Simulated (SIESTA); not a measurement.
The system is Cr.

```xyz
1
Lattice="-1.4844 1.4844 1.4844 1.4844 -1.4844 1.4844 1.4844 1.4844 -1.4844" Properties=species:S:1:pos:R:3 pbc="T T T"
Cr    0.0000    0.0000    0.0000
```

Base run:

```yaml
Program: SIESTA 5.4.2
Functional: PBE
Potentials_or_basis: PseudoDojo 0.4 standard (PBE files)
Basis: DZP (energy shift 0.003 Ry; two zetas on semicore shells)
Grid_cutoff: 800 Ry
Energy_shift: 0.003 Ry
k_mesh: 12 × 12 × 12
Occupations: fermi-dirac, width 0.05 eV
Spin: collinear spin, ferromagnetic start
Starting_moments: "[3.0] μB"
Fixed_moment: 1 μB
```

Its results: pressure -17.8 GPa; site moments Cr +1.00 μB.

Problem. The run is repeated on the same cell with these changes: fixed moment from 1 μB to 4 μB. What comes out?

Solution. Pressure 54.5 GPa; site moments Cr +4.00 μB.

Caveats: the basis of atomic orbitals isn't converged, which shifts pressures, moduli and gaps; the total moment is fixed, so each spin has its own Fermi level; the moment is held away from its start (some runs); a pressure of tens of GPa on the cell as given is suspect, and the run, the potentials or the cell itself is likely at fault (some runs).
